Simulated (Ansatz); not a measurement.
Input, command and steps of an Ansatz relaxation.

```yaml
crystal:
  lattice:
    - [3.9749993495, 0.0, 0.0]
    - [-1.9874996747, 3.4424504167, 0.0]
    - [0.0, 0.0, 5.6785709755]
  atoms:
    - { symbol: W, position: [0.0, 0.0, 0.0] }
    - { symbol: W, position: [0.0, 0.0, 0.5] }
    - { symbol: Se, position: [0.3333333333, 0.6666666667, 0.25] }
    - { symbol: Se, position: [0.6666666667, 0.3333333333, 0.75] }
basis:
  ecutwfc: 420
kpoints:
  mp_grid: { grid: [6, 6, 4] }
hamiltonian:
  xc: pbe
scf:
  occupations: { method: gaussian, width: 0.1 }
  lower_state_search: "off"
output:
  forces: true
  stress: true
  eigenvalues: true
relax:
  adjacent_minimum: "off"
  f_tol: 0.04
  max_steps: 70
  cell: { stress_tol: 0.4 }
```

```bash
ansatz run input.yaml --threads 1 --pin off --max-ram 2560MiB --backend cpu --events-out ev --progress --plain --runs-dir out
```

Level of theory: DFT PBE, scalar-relativistic, plane waves, PAW (Ansatz 0.2.0).

Of 6 frames 6 are shown, positions in Å and forces in eV/Å; the SCF threshold varies from step to step. Steps run on the plane waves of an earlier cell, with a Pulay correction in the pressure. The basis is chosen afresh for the last frame, the zero of the energies, and at times for earlier ones too; energy and pressure step there, also at an unchanged geometry.

```xyz
4
Lattice="3.9750 0.0000 0.0000 -1.9875 3.4425 0.0000 0.0000 0.0000 5.6786" Properties=species:S:1:pos:R:3:forces:R:3 pbc="T T T" step=1 free_energy_over_end_meV_per_atom=145.31 pressure_GPa=-9.97
W     0.0000    0.0000    0.0000    0.0000    0.0000    0.0000
W     0.0000    0.0000    2.8393    0.0000    0.0000    0.0000
Se    0.0000    2.2950    1.4196    0.0000    0.0000    0.0000
Se    1.9875    1.1475    4.2589    0.0000    0.0000    0.0000
4
Lattice="3.9465 0.0000 0.0000 -1.9732 3.4177 0.0000 0.0000 0.0000 5.3975" Properties=species:S:1:pos:R:3:forces:R:3 pbc="T T T" step=2 free_energy_over_end_meV_per_atom=49.53 pressure_GPa=-0.01
W     0.0000    0.0000    0.0000    0.0000    0.0000    0.0000
W     0.0000    0.0000    2.6987    0.0000    0.0000    0.0000
Se    0.0000    2.2785    1.3494    0.0000    0.0000    0.0000
Se    1.9732    1.1392    4.0481    0.0000    0.0000    0.0000
4
Lattice="4.0244 0.0000 0.0000 -2.0122 3.4852 0.0000 0.0000 0.0000 5.1206" Properties=species:S:1:pos:R:3:forces:R:3 pbc="T T T" step=3 free_energy_over_end_meV_per_atom=7.26 pressure_GPa=4.74
W     0.0000    0.0000    0.0000    0.0000    0.0000    0.0000
W     0.0000    0.0000    2.5603    0.0000    0.0000    0.0000
Se    0.0000    2.3235    1.2801    0.0000    0.0000    0.0000
Se    2.0122    1.1617    3.8404    0.0000    0.0000    0.0000
4
Lattice="4.0550 0.0000 0.0000 -2.0275 3.5117 0.0000 0.0000 0.0000 5.1577" Properties=species:S:1:pos:R:3:forces:R:3 pbc="T T T" step=4 free_energy_over_end_meV_per_atom=0.32 pressure_GPa=0.87
W     0.0000    0.0000    0.0000    0.0000    0.0000    0.0000
W     0.0000    0.0000    2.5788    0.0000    0.0000    0.0000
Se    0.0000    2.3412    1.2894    0.0000    0.0000    0.0000
Se    2.0275    1.1706    3.8682    0.0000    0.0000    0.0000
4
Lattice="4.0717 0.0000 0.0000 -2.0359 3.5262 0.0000 0.0000 0.0000 5.1488" Properties=species:S:1:pos:R:3:forces:R:3 pbc="T T T" step=5 free_energy_over_end_meV_per_atom=-0.15 pressure_GPa=0.06
W     0.0000    0.0000    0.0000    0.0000    0.0000    0.0000
W     0.0000    0.0000    2.5744    0.0000    0.0000    0.0000
Se    0.0000    2.3508    1.2872    0.0000    0.0000    0.0000
Se    2.0359    1.1754    3.8616    0.0000    0.0000    0.0000
4
Lattice="4.0717 0.0000 0.0000 -2.0359 3.5262 0.0000 0.0000 0.0000 5.1488" Properties=species:S:1:pos:R:3:forces:R:3 pbc="T T T" step=6 free_energy_over_end_meV_per_atom=0.00 pressure_GPa=0.06
W     0.0000    0.0000    0.0000    0.0000    0.0000    0.0000
W     0.0000    0.0000    2.5744    0.0000    0.0000    0.0000
Se    0.0000    2.3508    1.2872    0.0000    0.0000    0.0000
Se    2.0359    1.1754    3.8616    0.0000    0.0000    0.0000
```

The start puts this composition into another compound's structure type, which needn't suit it. At the end the space group is P6_3/mmc (tolerance 0.05 Å).

The run took 62 s on 1 thread of Intel(R) Xeon(R) Processor @ 2.50GHz (Skylake/Cascade Lake) (shared host), peak memory 0.4 GiB.

The k mesh is coarse. Spin–orbit coupling is left out, which can shift energies with elements as heavy as these.